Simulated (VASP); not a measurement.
# TePb (Fm-3m) in VASP: notebook

Aim: see how the results for TePb move with the level of theory and the settings. Levels: RPBE, revPBE+D4, PBE, LDA. Tasks: single point, relaxation of cell and atoms.

Everything below comes from runs of VASP 6.6.1. Logs are shortened: lines on timing, memory, paths and dates and some standing lists are left out, and cuts for length are marked.

**The experiment to reproduce.**

A printed reference work, monograph reports, for a bulk crystal of TePb at 4.2 K: band gap 0.19 eV (direct).

The results are compared with them further down.

### Step 1. The cell of the first run

The structure is cubic, space group Fm-3m (No. 225). The conventional cell has a = 6.655 Å, b = 6.655 Å, c = 6.655 Å, α = 90.00°, β = 90.00°, γ = 90.00°. Pb (site symmetry m-3m) has 6 Te at 3.33 Å within 4.4 Å. Within 4.4 Å of Te (site symmetry m-3m) lie 6 Pb at 3.33 Å.

### Step 2. Single point, RPBE

Contents of INCAR:

```
PREC = Accurate ; ENCUT = 520
EDIFF = 1E-7 ; ISMEAR = -1
SIGMA = 0.05 ; LREAL = False
LASPH = True ; NELM = 80
ALGO = Normal ; ISIF = 2
LWAVE = False ; LCHARG = False
GGA = RP ; NBANDS = 17
```

Contents of KPOINTS:

```
Automatic mesh
0
Gamma
  7 7 7
```

Contents of POSCAR:

```
TePb
1.0
    0.0000000000      3.3276419112      3.3276419112
    3.3276419112      0.0000000000      3.3276419112
    3.3276419112      3.3276419112      0.0000000000
Pb Te
1 1
Direct
    0.0000000000      0.0000000000      0.0000000000
    0.5000000000      0.5000000000      0.5000000000
```

Potentials or basis: VASP PAW PBE potentials, release 64 (Pb_d, Te).

Launch:

```sh
$ cat potpaw_PBE.64/Pb_d/POTCAR potpaw_PBE.64/Te/POTCAR > POTCAR
$ mpirun -np 1 vasp_std > vasp.out
```

OUTCAR:

```text
PREC = Accurate
   ENCUT = 520
   EDIFF = 1E-7
   ISMEAR = -1
   LREAL = False
   LASPH = True
   NELM = 80
   ISIF = 2
   GGA = RP

 ion  position               nearest neighbor table
   1  0.000  0.000  0.000-   2 3.33   2 3.33   2 3.33   2 3.33   2 3.33   2 3.33
   2  0.500  0.500  0.500-   1 3.33   1 3.33   1 3.33   1 3.33   1 3.33   1 3.33

  LATTYP: Found a face centered cubic cell.
 ALAT       =     6.6552838224

  Lattice vectors:

 A1 = (   0.0000000000,   3.3276419112,   3.3276419112)
 A2 = (   3.3276419112,   0.0000000000,   3.3276419112)
 A3 = (   3.3276419112,   3.3276419112,   0.0000000000)

Analysis of symmetry for initial positions (statically):
=====================================================================
 Subroutine PRICEL returns:
 Original cell was already a primitive cell.

 Routine SETGRP: Setting up the symmetry group for a
 face centered cubic supercell.

 Subroutine GETGRP returns: Found 48 space group operations
[... 9 lines left out ...]

 Routine SETGRP: Setting up the symmetry group for a
 face centered cubic supercell.

 Subroutine GETGRP returns: Found 48 space group operations
[... 11 lines left out ...]
                                     Primitive cell

  volume of cell :      73.6953

  direct lattice vectors                    reciprocal lattice vectors
     0.000000000  3.327641911  3.327641911    -0.150256552  0.150256552  0.150256552
     3.327641911  0.000000000  3.327641911     0.150256552 -0.150256552  0.150256552
     3.327641911  3.327641911  0.000000000     0.150256552  0.150256552 -0.150256552

  length of vectors
     4.705996322  4.705996322  4.705996322     0.260251982  0.260251982  0.260251982

  position of ions in fractional coordinates (direct lattice)
     0.000000000  0.000000000  0.000000000
     0.500000000  0.500000000  0.500000000

  ion indices of the primitive-cell ions
   primitive index   ion index
                 1           1
                 2           2

----------------------------------------------------------------------------------------

 KPOINTS: Automatic mesh

Automatic generation of k-mesh.
 Grid dimensions read from file:
 generate k-points for:    7    7    7

 Generating k-lattice:

  Cartesian coordinates                     Fractional coordinates (reciprocal lattice)
    -0.021465222  0.021465222  0.021465222     0.142857143  0.000000000  0.000000000
     0.021465222 -0.021465222  0.021465222     0.000000000  0.142857143  0.000000000
     0.021465222  0.021465222 -0.021465222     0.000000000  0.000000000  0.142857143

  Length of vectors
     0.037178855  0.037178855  0.037178855

  Shift w.r.t. Gamma in fractional coordinates (k-lattice)
     0.000000000  0.000000000  0.000000000

 Subroutine IBZKPT returns following result:
 ===========================================

 Found     20 irreducible k-points:

 Following reciprocal coordinates:
            Coordinates               Weight
  0.000000  0.000000  0.000000      1.000000
  0.142857  0.000000  0.000000      8.000000
  0.285714  0.000000  0.000000      8.000000
  0.428571  0.000000  0.000000      8.000000
  0.142857  0.142857  0.000000      6.000000
  0.285714  0.142857  0.000000     24.000000
[... 12 lines left out ...]
 -0.428571  0.428571  0.142857     24.000000
 -0.285714  0.428571  0.142857     24.000000
   k-points           NKPTS =     20   k-points in BZ     NKDIM =     20   number of bands    NBANDS=     17
   number of dos      NEDOS =    301   number of ions     NIONS =      2
   total plane-waves  NPLWV =  46656
   dimension x,y,z NGX =    36 NGY =   36 NGZ =   36
   dimension x,y,z NGXF=    72 NGYF=   72 NGZF=   72
   ions per type =               1   1
   NGX,Y,Z   is equivalent  to a cutoff of  12.72, 12.72, 12.72 a.u.
   NGXF,Y,Z  is equivalent  to a cutoff of  25.44, 25.44, 25.44 a.u.
 SYSTEM =  unknown system
   PREC   = accura    normal or accurate (medium, high low for compatibility)
   ISTART =      0    job   : 0-new  1-cont  2-samecut
   ICHARG =      2    charge: 1-file 2-atom 10-const
   ISPIN  =      1    spin polarized calculation?
   LNONCOLLINEAR =      F non collinear calculations
   LSORBIT =      F    spin-orbit coupling
   LASPH  =      T    aspherical Exc in radial PAW
   ENCUT  =  520.0 eV  38.22 Ry    6.18 a.u.   8.75  8.75  8.75*2*pi/ulx,y,z
   NELM   =     80;   NELMIN=  2; NELMDL= -5     # of ELM steps
   EDIFF  = 0.1E-06   stopping-criterion for ELM
   LREAL  =      F    real-space projection
   EDIFFG = 0.1E-05   stopping-criterion for IOM
   NSW    =      0    number of steps for IOM
   IBRION =     -1    ionic relax: 0-MD 1-quasi-New 2-CG
   NFREE  =      0    steps in history (QN), initial steepest desc. (CG)
   ISIF   =      2    stress and relaxation
   ISYM   =      2    0-nonsym 1-usesym 2-fastsym
   POTIM  = 0.5000    time-step for ionic-motion
   TEBEG  =    0.0;   TEEND  =   0.0 temperature during run
   PSTRESS=    0.0 pullay stress
   NELECT =      20.0000    total number of electrons
   NUPDOWN=      -1.0000    fix difference up-down
   EMIN   =  10.00;   EMAX   =-10.00  energy-range for DOS
   EFERMI =   0.00;   METHOD = LEGACY
   ISMEAR =    -1;   SIGMA  =   0.05  broadening in eV -4-tet -1-fermi 0-gaus
   EFERMI_NEDOS =   21; number of points for ismear=-14 and -15
   IALGO  =     38    algorithm
   IMIX   =      4    mixing-type and parameters
     AMIX     =   0.40;   BMIX     =  1.00
     AMIX_MAG =   1.60;   BMIX_MAG =  1.00
  volume/ion in A,a.u.               =      36.85       248.66
  Fermi-wavevector in a.u.,A,eV,Ry     =   1.059916  2.002951 15.285092  1.123423
  Thomas-Fermi vector in A             =   2.195279
   LORBIT       =      0    0 simple, 1 ext, 2 COOP (PROOUT), +10 PAW based schemes
   GGA     = RP    functional components
   LHFCALC =     F    Hartree Fock is set to
   AEXX    =    0.0000 exact exchange contribution
   IVDW    =     0    specifies the selected vdW correction
   LEPSILON=     F    determine dielectric tensor
   LRPA    =     F    only Hartree local field effects (RPA)
 non-spin polarized calculation
  energy-cutoff  :      520.00
  volume of cell :       73.70
 maximum number of plane-waves:      2006
   NGX = 17   NGY = 17   NGZ = 17

 number of electron      19.9999998 magnetization

 Free energy of the ion-electron system (eV)
  ---------------------------------------------------
  ext. energy  EPLUGINS =         0.00000000
  ---------------------------------------------------
  free energy    TOTEN  =        -6.84289138 eV

  energy without entropy =       -6.84289078  energy(sigma->0) =       -6.84289108

 E-fermi :   5.1842     XC(G=0):  -8.7642

 val. band max:        4.5748776264   @ k =   0.4286   0.0000   0.0000
 cond. band min:       5.7618740946   @ k =   0.4286   0.0000   0.0000
 fundamental gap:      1.1869964683
 Fermi energy:         5.1841829923

 k-point     1 :       0.0000    0.0000    0.0000
  band No.  band energies     occupation
      1     -12.0261      2.00000
      2     -12.0261      2.00000
      3     -12.0261      2.00000
      4     -12.0257      2.00000
      5     -12.0257      2.00000
      6      -6.6499      2.00000
[... 9 lines left out ...]
     16      10.6762      0.00000
     17      12.0205      0.00000

 k-point     2 :       0.1429    0.0000    0.0000
  band No.  band energies     occupation
      1     -12.0276      2.00000
      2     -12.0276      2.00000
      3     -12.0256      2.00000
      4     -12.0237      2.00000
      5     -12.0237      2.00000
      6      -6.4971      2.00000
[... 9 lines left out ...]
     16      11.0259      0.00000
     17      13.1528      0.00000

 k-point     3 :       0.2857    0.0000    0.0000
  band No.  band energies     occupation
      1     -12.0318      2.00000
      2     -12.0318      2.00000
      3     -12.0247      2.00000
      4     -12.0184      2.00000
      5     -12.0184      2.00000
      6      -6.0703      2.00000
[... 9 lines left out ...]
     16      11.9855      0.00000
     17      15.0603      0.00000

 k-point     4 :       0.4286    0.0000    0.0000
  band No.  band energies     occupation
      1     -12.0352      2.00000
      2     -12.0352      2.00000
      3     -12.0240      2.00000
      4     -12.0142      2.00000
      5     -12.0142      2.00000
      6      -5.5468      2.00000
[... 9 lines left out ...]
     16      13.4074      0.00000
     17      14.4637      0.00000

 k-point     5 :       0.1429    0.1429    0.0000
  band No.  band energies     occupation
      1     -12.0307      2.00000
      2     -12.0272      2.00000
      3     -12.0243      2.00000
      4     -12.0230      2.00000
      5     -12.0230      2.00000
      6      -6.4475      2.00000
[... 9 lines left out ...]
     16      11.5973      0.00000
     17      12.4430      0.00000

 k-point     6 :       0.2857    0.1429    0.0000
  band No.  band energies     occupation
      1     -12.0362      2.00000
      2     -12.0269      2.00000
      3     -12.0263      2.00000
      4     -12.0196      2.00000
      5     -12.0175      2.00000
      6      -6.1161      2.00000
[... 9 lines left out ...]
     16      12.5913      0.00000
     17      13.7202      0.00000
[... 201 lines left out ...]
 k-point    17 :       0.4286    0.2857    0.1429
  band No.  band energies     occupation
      1     -12.0418      2.00000
      2     -12.0269      2.00000
      3     -12.0263      2.00000
      4     -12.0159      2.00000
      5     -12.0152      2.00000
      6      -5.7471      2.00000
[... 9 lines left out ...]
     16      13.4393      0.00000
     17      14.3036      0.00000

 k-point    18 :      -0.4286    0.2857    0.1429
  band No.  band energies     occupation
      1     -12.0447      2.00000
      2     -12.0293      2.00000
      3     -12.0225      2.00000
      4     -12.0171      2.00000
      5     -12.0124      2.00000
      6      -5.3367      2.00000
[... 9 lines left out ...]
     16      14.0609      0.00000
     17      14.8790      0.00000

 k-point    19 :      -0.4286    0.4286    0.1429
  band No.  band energies     occupation
      1     -12.0544      2.00000
      2     -12.0278      2.00000
      3     -12.0231      2.00000
      4     -12.0135      2.00000
      5     -12.0097      2.00000
      6      -5.2657      2.00000
[... 9 lines left out ...]
     16      14.6093      0.00000
     17      15.5387      0.00000

 k-point    20 :      -0.2857    0.4286    0.1429
  band No.  band energies     occupation
      1     -12.0506      2.00000
      2     -12.0265      2.00000
      3     -12.0226      2.00000
      4     -12.0181      2.00000
      5     -12.0097      2.00000
      6      -5.1631      2.00000
[... 9 lines left out ...]
     16      14.9536      0.00000
     17      15.1823      0.00000

------------------------ aborting loop because EDIFF is reached ----------------------------------------

  FORCE on cell =-STRESS in cart. coord.  units (eV):
  Direction    XX          YY          ZZ          XY          YZ          ZX
  --------------------------------------------------------------------------------------
  -------------------------------------------------------------------------------------
  Total       -0.0249531     -0.0249531     -0.0249531     -0.0000000      0.0000000     -0.0000000
  in kB       -0.5424937     -0.5424937     -0.5424937     -0.0000000      0.0000000     -0.0000000
  external PRESSURE =      -0.5424937 kB  Pullay stress =       0.0000000 kB

 VOLUME and BASIS-vectors are now :
 -----------------------------------------------------------------------------
  energy-cutoff  :      520.00
  volume of cell :       73.70
      direct lattice vectors                 reciprocal lattice vectors
     0.000000000  3.327641911  3.327641911    -0.150256552  0.150256552  0.150256552
     3.327641911  0.000000000  3.327641911     0.150256552 -0.150256552  0.150256552
     3.327641911  3.327641911  0.000000000     0.150256552  0.150256552 -0.150256552

 POSITION                                       TOTAL-FORCE (eV/Angst)
 -----------------------------------------------------------------------------------
      0.00000      0.00000      0.00000        -0.000000      0.000000     -0.000000
      3.32764      3.32764      3.32764         0.000000     -0.000000      0.000000
 -----------------------------------------------------------------------------------
    total drift:                                0.000000      0.000000      0.000000

  FREE ENERGIE OF THE ION-ELECTRON SYSTEM (eV)
  ---------------------------------------------------
  free  energy   TOTEN  =        -6.8428913762 eV

  energy  without entropy=       -6.8428907766  energy(sigma->0) =       -6.84289108
```

Run time: 30 s. Hardware: 1 thread of Intel Xeon Platinum 8259CL at 2.50GHz (Skylake/Cascade Lake), shared host; peak memory 0.21 GiB.

What came out:

```yaml
Free_energy: -6.8429 eV
Pressure: -0.1 GPa
```

Levels at points of the mesh, in eV from the Fermi level:
| k point | band 6 | band 7 | band 8 | band 9 | band 10 | band 11 | band 12 | band 13 | band 14 | band 15 |
| --- | --- | --- | --- | --- | --- | --- | --- | --- | --- | --- |
| (0.00, 0.00, 0.00) | -11.83 | -6.31 | -1.56 | -1.56 | -1.56 | 3.48 | 3.48 | 3.48 | 5.49 | 5.49 |

Caveat: this odd mesh misses L, where the gap lies, so gap, dielectric constants and Born charges aren't listed; the PAW data sets were made with another functional, which shifts forces and pressure a little; spin-orbit coupling is left out, which moves the levels of the heavy elements.

### Step 3. Relaxation of cell and atoms, revPBE+D4

This run uses another cell than the first one, of 33.73 Å³/atom, 0.915 times its volume.

Contents of INCAR:

```
PREC     = Accurate       # precision mode
ENCUT    = 600            # plane-wave cutoff, eV
EDIFF    = 1E-7           # SCF threshold, eV
ISMEAR   = -1             # smearing method
SIGMA    = 0.05           # smearing width, eV
LREAL    = F              # projectors in reciprocal space
LASPH    = T              # aspherical terms in the spheres
NELM     = 60             # most SCF steps
ALGO     = Normal         # electronic algorithm
ISIF     = 3              # what is computed and relaxed
LWAVE    = F              # write WAVECAR
LCHARG   = F              # write CHGCAR
GGA      = RE             # functional
IVDW     = 13             # dispersion correction
IBRION   = 2              # ionic algorithm
NSW      = 80             # ionic steps
EDIFFG   = -0.02          # ionic threshold
```

Contents of KPOINTS:

```
regular mesh
0
Gamma
  7 7 7
```

Contents of POSCAR:

```
TePb
1.0
    0.0000000000      3.2310000000      3.2310000000
    3.2310000000      0.0000000000      3.2310000000
    3.2310000000      3.2310000000      0.0000000000
Pb Te
1 1
Direct
    0.0000000000      0.0000000000      0.0000000000
    0.5000000000      0.5000000000      0.5000000000
```

Potentials or basis: VASP PAW PBE potentials, release 64 (Pb_d, Te).

Launch:

```sh
$ cat potpaw_PBE.64/Pb_d/POTCAR potpaw_PBE.64/Te/POTCAR > POTCAR
$ mpirun -np 1 vasp_std > vasp.out
```

Wall time 60 s (1 thread of Intel Xeon Platinum 8259CL at 2.50GHz (Skylake/Cascade Lake), shared host); peak memory 0.25 GiB.

Results (log left out):

```yaml
Free_energy: -8.1858 eV
Relaxed_volume: 33.90 Å³/atom
Relaxed_cell: a = 4.577 Å, b = 4.577 Å, c = 4.577 Å, α = 60.00°, β = 60.00°, γ = 60.00°
Space_group_after_relaxing_to_0.05_Å: Fm-3m (No. 225)
Energy_gained_by_relaxing: 0.1 meV/atom
Ionic_steps: 2
Pressure_after_relaxing: 0.0 GPa
Dispersion_energy_per_atom: -0.650 eV
```

Step by step:
```tsv
step	energy change (eV)	largest force (eV/Å)	pressure (GPa)	volume (Å³)
1	0.0000	0.0000	0.17	67.46
2	-0.0001	0.0000	-0.04	67.80
```

Final structure:
```yaml
crystal:
  lattice:
    - [0.00000, 3.23646, 3.23646]
    - [3.23646, 0.00000, 3.23646]
    - [3.23646, 3.23646, 0.00000]
  atoms:
    - { symbol: Pb, position: [0.00000, 0.00000, 0.00000] }
    - { symbol: Te, position: [0.50000, 0.50000, 0.50000] }
```

Levels at points of the mesh, in eV from the Fermi level:
```csv
k point,band 8,band 9,band 10,band 11,band 12,band 13
"(0.00, 0.00, 0.00)",-1.77,-1.77,-1.77,3.66,3.66,3.66
```

Caveat: this odd mesh misses L, where the gap lies, so gap, dielectric constants and Born charges aren't listed; the PAW data sets were made with another functional, which shifts forces and pressure a little; spin-orbit coupling is left out, which moves the levels of the heavy elements. Zero-point motion and thermal expansion aren't in these numbers.

(Part 1 of 2 ends here.)
